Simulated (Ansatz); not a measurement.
Ag in Ansatz: the effect of functional

The system is Ag.

```
Ag
1.0
    -1.64454    1.64454    1.64454
     1.64454   -1.64454    1.64454
     1.64454    1.64454   -1.64454
Ag
1
Direct
  0.00000 0.00000 0.00000
```

This isn't the form of Ag at room conditions, which is fcc.

The cell isn't the ideal one: volume scaled by 0.98.

Alike in all runs:

| Item | Value |
| --- | --- |
| Program | Ansatz 0.2.0 |
| Task | single point |
| Potentials or basis | Ansatz PAW |
| k mesh | 11 × 11 × 11 |
| Occupations | fermi-dirac, width 0.05 eV |
| Spin | no spin polarisation |

```csv
functional,cutoff,pressure (GPa)
LDA,420 eV (not typed: the program's choice for these potentials),-10.1
PBEsol,420 eV (not typed: the program's choice for these potentials),-5.7
r2SCAN,500 eV (not typed: the program's choice for these potentials),?
```

Task: What does the run with functional r2SCAN give?

Result: Pressure -2.0 GPa.

Caveats: the PAW data sets come from PBE, with cores solved anew for the run's functional, which leaves a small shift of forces and pressure.
